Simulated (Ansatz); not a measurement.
Crystal: TiCo.

```xyz
2
Lattice="2.9861 0.0000 0.0000 0.0000 2.9861 0.0000 0.0000 0.0000 2.9861" Properties=species:S:1:pos:R:3 pbc="T T T"
Co    1.4931    1.4931    1.4931
Ti    0.0000    0.0000    0.0000
```

The cell comes from a database or a generator and needn't be the stable form of this composition.

Base run:

| Item | Value |
| --- | --- |
| Program | Ansatz 0.2.0 |
| Functional | PBEsol |
| Potentials or basis | all-electron LAPW, non-relativistic |
| Cutoff | 279 eV |
| Density cutoff | 1118 eV |
| Basis error allowed | 0.001 eV/atom |
| k mesh | 9 × 9 × 9 |
| Occupations | fermi-dirac, width 0.05 eV |
| Spin | collinear spin, ferromagnetic start |
| Starting moments | [2.0, 1.0] μB |

Its results: pressure -6.5 GPa; net moment 0.67 μB per cell; site moments Co +0.74; Ti -0.03 μB.

The run is repeated on the same cell with these changes: potentials or basis from all-electron LAPW, non-relativistic to all-electron PAW datasets made for the crystal. What comes out?

Pressure -8.1 GPa; net moment 0.73 μB per cell; site moments Co +0.82; Ti -0.03 μB.

Not every run made on this cell is shown here.
